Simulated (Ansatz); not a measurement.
All numbers below come from Ansatz 0.2.0, DFT PBE, scalar-relativistic, plane waves, PAW. Plane waves to 420 eV, a 10×10×10 mesh through Γ for the 2-atom cell and 0.02 eV Gaussian smearing; no spin polarisation.

Formation energies are uncorrected and refer to the elements' standard structures at the same level (N₂ as a molecule).

Task: Propose a candidate for a cubic wide-gap insulator with formula AlN, with a gap near 4.4 eV, a formation energy near −1.20 eV/atom and about 8 Å³ per atom, in a cell of 2 atoms. Its symmetry should be Fm-3m (No. 225).

Result: AlN, space group Fm-3m (No. 225). Al is surrounded by 6 N at 2.04 Å; N is surrounded by 6 Al at 2.04 Å.

```cif
data_structure
_symmetry_space_group_name_H-M 'P 1'
_symmetry_Int_Tables_number 1
_cell_length_a 2.8785
_cell_length_b 2.8785
_cell_length_c 2.8785
_cell_angle_alpha 60.000
_cell_angle_beta 60.000
_cell_angle_gamma 60.000
_cell_volume 16.86
loop_
_atom_site_label
_atom_site_type_symbol
_atom_site_fract_x
_atom_site_fract_y
_atom_site_fract_z
_atom_site_occupancy
Al1 Al 0.00000 0.00000 0.00000 1
N1 N 0.50000 0.50000 0.50000 1
```

The volume per atom is 8.43 Å³ and the density is 4.04 g/cm³. The energy over the elements is −1.200 eV/atom and the gap on the 10×10×10 mesh of the 2-atom cell is 4.43 eV.

The cell was relaxed from a distorted copy of a database structure. Other answers may fit too; this one was computed.

Kohn–Sham gaps at this level usually fall short of measured ones. A structure relaxed within its symmetry needn't be a true minimum.
